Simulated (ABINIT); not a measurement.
## Fe3Ge: relaxation of cell and atoms with LDA

Fe3Ge:

```
Ge Fe
1.0
     0.00000    2.87559    2.87559
     2.87559    0.00000    2.87559
     2.87559    2.87559    0.00000
Ge Fe
1 3
Direct
  0.00000 0.00000 0.00000
  0.75000 0.75000 0.75000
  0.25000 0.25000 0.25000
  0.50000 0.50000 0.50000
```

The cell comes from a database or a generator and needn't be the stable form of this composition.

```
Program                     : ABINIT 10.8.3 (patched build)
Task                        : relaxation of cell and atoms
Functional                  : LDA
Potentials or basis         : JTH PAW LDA v2.0
Cutoff                      : 707 eV
k mesh                      : 6 × 6 × 6
Occupations                 : fermi-dirac, width 0.05 eV
Spin                        : collinear spin, ferromagnetic start
Starting moments            : [0.0, 3.0, 3.0, 3.0] μB
Cell freedom (optcell)      : 2
Optimiser (ionmov)          : 2
Cutoff smearing ecutsm (Ha) : 0.5
Force stop (Ha/bohr)        : 2e-05
Fine-grid cutoff            : 1306.15 eV
```

```yaml
Relaxed_volume: 10.80 Å³/atom
Relaxed_cell: a = 3.939 Å, b = 3.939 Å, c = 3.939 Å, α = 60.00°, β = 60.00°, γ = 60.00°
Space_group_after_relaxing_to_0.05_Å: Fm-3m (No. 225)
Energy_gained_by_relaxing: 70.4 meV/atom
Ionic_steps: 5
Pressure_after_relaxing: 0.0 GPa
Band_gap_on_the_k_mesh: none (metal or under the smearing width)
Net_moment: 4.86 μB per cell
Site_moments: Ge -0.04; Fe +1.22, +2.47 μB
```

Step by step:
| step | energy change (eV) | largest force (eV/Å) | pressure (GPa) | volume (Å³) |
| --- | --- | --- | --- | --- |
| 1 | 0.0000 | 0.0000 | -18.85 | 47.56 |
| 2 | -0.2354 | 0.0000 | -8.52 | 44.87 |
| 3 | -0.2802 | 0.0000 | 1.53 | 42.93 |
| 4 | -0.2814 | 0.0000 | -0.07 | 43.21 |
| 5 | -0.2814 | 0.0000 | 0.00 | 43.20 |

Final structure:
```
CELL_PARAMETERS angstrom
0.00000 2.78500 2.78500
2.78500 0.00000 2.78500
2.78500 2.78500 0.00000
ATOMIC_POSITIONS crystal
Ge 0.00000 0.00000 0.00000
Fe 0.75000 0.75000 0.75000
Fe 0.25000 0.25000 0.25000
Fe 0.50000 0.50000 0.50000
```

Wall time 14 min on 1 thread of Intel(R) Xeon(R) 6975P-C (Granite Rapids) (shared host), peak memory 0.23 GiB.
